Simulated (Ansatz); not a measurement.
## ZrSe2 in Ansatz: the effect of Hubbard term

Crystal: ZrSe2.

```xyz
3
Lattice="3.7980 0.0000 0.0000 -1.8990 3.2892 0.0000 0.0000 0.0000 6.1920" Properties=species:S:1:pos:R:3 pbc="T T T"
Zr    0.0000    0.0000    0.0000
Se    1.8990    1.0964    4.6440
Se    0.0000    2.1928    1.5480
```

Alike in all runs:

| Property | Result |
| --- | --- |
| Program | Ansatz 0.2.0 |
| Task | density of states |
| Functional | PBEsol |
| Potentials or basis | all-electron LAPW, scalar-relativistic |
| Cutoff | 216 eV (chosen from the basis error) |
| Basis error allowed | 0.002 eV/atom |
| k mesh | 8 × 8 × 5 |
| Occupations | fermi-dirac, width 0.05 eV |
| Spin | no spin polarisation |

Task: One run gave: gap on the mesh 0.36 eV; pressure -1.2 GPa; largest force 0.08 eV/Å. Which Hubbard term did it use?
A. none
B. Zr d U = 4 eV
C. Zr d U = 8 eV
D. Zr d U = 6 eV
E. Zr d U = 2 eV

Result: A.

| Hubbard term | gap on the mesh (eV) | pressure (GPa) | largest force (eV/Å) |
| --- | --- | --- | --- |
| none | 0.36 | -1.2 | 0.08 |
| Zr d U = 2 eV | 0.64 | 0.4 | 0.20 |
| Zr d U = 4 eV | 1.02 | 2.4 | 0.33 |
| Zr d U = 6 eV | 1.53 | 4.5 | 0.48 |
| Zr d U = 8 eV | 2.17 | 6.7 | 0.66 |

Caveats: an odd mesh through Γ misses points on the zone boundary, where band edges often lie; this functional lacks dispersion, which binds the layers, so the pressure and a relaxed spacing across them are unreliable; the density of states is complete only up to the lowest level of the last band computed; U is the effective U less J, on atomic orbitals that reach past the spheres (some runs).

A gap of «none» marks a metal or a gap under the smearing width.

Runs at the PBE level aren't shown here.
